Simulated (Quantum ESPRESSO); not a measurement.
Write the native input for Quantum ESPRESSO 7.5 that does the following.

```yaml
Task: dielectric tensor
Functional: PBE
Potentials_or_basis: GBRV 1.5 PBE
Cutoff: 762 eV
Density_cutoff: 6095 eV
k_mesh: 8 × 8 × 8, shifted
Occupations: fermi-dirac, width 0.05 eV
Spin: no spin polarisation
Mixing_beta: 0.5
Most_SCF_iterations: 120
SCF_threshold: 4e-10 Ry
```

GaN:

```
Ga N
1.0
     0.00000    2.25350    2.25350
     2.25350    0.00000    2.25350
     2.25350    2.25350    0.00000
Ga N
1 1
Direct
  0.00000 0.00000 0.00000
  0.25000 0.25000 0.25000
```

The cell is a database's computed one.

One way to write it, as run:

pw.in

```
&CONTROL
  calculation = 'scf'
  prefix = 'pwscf'
  outdir = './tmp'
  pseudo_dir = './pseudo'
  tprnfor = .true.
  tstress = .true.
  disk_io = 'low'
/
&SYSTEM
  ibrav = 0
  A = 3.18693112
  nat = 2
  ntyp = 2
  ecutwfc = 56
  ecutrho = 448
  nbnd = 19
  occupations = 'smearing'
  smearing = 'fd'
  degauss = 0.00367493
/
&ELECTRONS
  conv_thr = 4d-10
  electron_maxstep = 120
  mixing_beta = 0.5
/
ATOMIC_SPECIES
Ga    69.7230 ga_pbe_v1.4.uspp.F.UPF
N     14.0070 n_pbe_v1.2.uspp.F.UPF
CELL_PARAMETERS alat
   0.0000000000    0.7071067816    0.7071067816
   0.7071067816    0.0000000000    0.7071067816
   0.7071067816    0.7071067816    0.0000000000
ATOMIC_POSITIONS alat
Ga     0.0000000000    0.0000000000    0.0000000000
N      0.3535533908    0.3535533908    0.3535533908
K_POINTS automatic
8 8 8 1 1 1
```

gamma.in

```
&CONTROL
  calculation = 'bands'
  prefix = 'pwscf'
  outdir = './tmp'
  pseudo_dir = './pseudo'
  disk_io = 'low'
  verbosity = 'high'
/
&SYSTEM
  ibrav = 0
  A = 3.18693112
  nat = 2
  ntyp = 2
  ecutwfc = 56
  ecutrho = 448
  nbnd = 19
  occupations = 'smearing'
  smearing = 'fd'
  degauss = 0.00367493
/
&ELECTRONS
  conv_thr = 1d-08
  electron_maxstep = 120
  mixing_beta = 0.5
  diago_full_acc = .true.
  startingwfc = 'random'
/
ATOMIC_SPECIES
Ga    69.7230 ga_pbe_v1.4.uspp.F.UPF
N     14.0070 n_pbe_v1.2.uspp.F.UPF
CELL_PARAMETERS alat
   0.0000000000    0.7071067816    0.7071067816
   0.7071067816    0.0000000000    0.7071067816
   0.7071067816    0.7071067816    0.0000000000
ATOMIC_POSITIONS alat
Ga     0.0000000000    0.0000000000    0.0000000000
N      0.3535533908    0.3535533908    0.3535533908
K_POINTS crystal
1
0.0 0.0 0.0 1
```

scf2.in

```
&CONTROL
  calculation = 'scf'
  prefix = 'pwscf'
  outdir = './tmp'
  pseudo_dir = './pseudo'
  tprnfor = .true.
  tstress = .true.
  disk_io = 'low'
/
&SYSTEM
  ibrav = 0
  A = 3.18693112
  nat = 2
  ntyp = 2
  ecutwfc = 56
  ecutrho = 448
  nbnd = 19
  occupations = 'fixed'
/
&ELECTRONS
  conv_thr = 1d-13
  electron_maxstep = 120
  mixing_beta = 0.5
  startingpot = 'file'
/
ATOMIC_SPECIES
Ga    69.7230 ga_pbe_v1.4.uspp.F.UPF
N     14.0070 n_pbe_v1.2.uspp.F.UPF
CELL_PARAMETERS alat
   0.0000000000    0.7071067816    0.7071067816
   0.7071067816    0.0000000000    0.7071067816
   0.7071067816    0.7071067816    0.0000000000
ATOMIC_POSITIONS alat
Ga     0.0000000000    0.0000000000    0.0000000000
N      0.3535533908    0.3535533908    0.3535533908
K_POINTS automatic
8 8 8 1 1 1
```

ph.in

```
dielectric of GaN
&INPUTPH
  prefix = 'pwscf'
  outdir = './tmp'
  tr2_ph = 1d-18
  fildyn = 'dyn'
  niter_ph = 90
  alpha_mix(1) = 0.7
  epsil = .true.
  trans = .false.
  zeu = .true.
/
0.0000000000 0.0000000000 0.0000000000
```

Potentials or basis: GBRV 1.5 PBE.

Run with:

```bash
$ OMP_NUM_THREADS=1 pw.x -in pw.in > pw.out
$ OMP_NUM_THREADS=1 pw.x -in gamma.in > gamma.out
$ OMP_NUM_THREADS=1 pw.x -in scf2.in > scf2.out
$ OMP_NUM_THREADS=1 ph.x -in ph.in > ph.out
```

Results of the run:

- Pressure: 5.3 GPa
- Electronic dielectric tensor (diagonal): 5.90
- Born charges (mean of the diagonal): Ga +2.67; N -2.67 e

Caveat: the cell is more than 3 GPa from zero pressure, which shifts response properties.

Run time: 4 min on 1 thread of Arm Neoverse V2, with other jobs on the host, peak memory 0.14 GiB.
